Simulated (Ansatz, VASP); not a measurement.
**Two plane-wave programs on HfN**

Contents of INCAR:

```
  PREC = Accurate
  ENCUT = 520
  EDIFF = 1E-6
  ISMEAR = -1
  SIGMA = 0.1
  LREAL = False
  LASPH = True
  NELM = 80
  ALGO = Normal
  ISIF = 2
  LWAVE = False
  LCHARG = False
  GGA = PS
  NBANDS = 14
```

KPOINTS

```
regular mesh
0
Gamma
  10 10 10
```

File POSCAR:

```
HfN
1.0
    3.1904660000      0.0000000000      0.0000000000
    1.5952330000      2.7630246059      0.0000000000
    1.5952330000      0.9210082020      2.6050045806
Hf N
1 1
Direct
    0.0000000000      0.0000000000      0.0000000000
    0.5000000000      0.5000000000      0.5000000000
```

Input for Ansatz:

```yaml
crystal:
  lattice:
    - [3.190466, 0.0, 0.0]
    - [1.5952330000000003, 2.7630246059105223, 0.0]
    - [1.5952330000000003, 0.9210082019701743, 2.605004580566158]
  atoms:
    - { symbol: Hf, position: [0.0, 0.0, 0.0] }
    - { symbol: "N", position: [0.5, 0.5, 0.5] }
kpoints:
  mp_grid:
    grid: [10, 10, 10]
    shift: [0.0, 0.0, 0.0]
hamiltonian:
  xc: pbesol
  pseudopotentials:
    kind: paw
scf:
  occupations:
    method: fermi_dirac
    width: 0.1
output:
  forces: true
  stress: true
  eigenvalues: true
```

Alike in both runs: task single point; functional PBEsol; k mesh 10 × 10 × 10; occupations fermi-dirac, width 0.1 eV; no spin polarisation.

|  | VASP | Ansatz |
| --- | --- | --- |
| version | VASP 6.6.1 | Ansatz 0.2.0 |
| potentials or method | VASP PAW PBE potentials, release 64 (Hf_pv, N) | plane waves, PAW |
| plane-wave cutoff (eV) | 520 | 420 |
| valence electrons in the cell | 15 | 31 |

Ansatz gave:

| Quantity | Value |
| --- | --- |
| gap on the k mesh at the Fermi level (eV) | none |
| pressure (GPa) | -1.9 |

Q: Estimate VASP's values.

A: gap on the k mesh at the Fermi level (eV): none; pressure (GPa): -4.0.

A gap of «none» marks a metal or a gap that the smearing closes. The two sets of potentials don't hold the same shells in valence.

Caveats: the PAW data sets were made with another functional, which shifts forces and pressure a little (VASP). Spin-orbit coupling is left out, which matters for the levels of Hf.
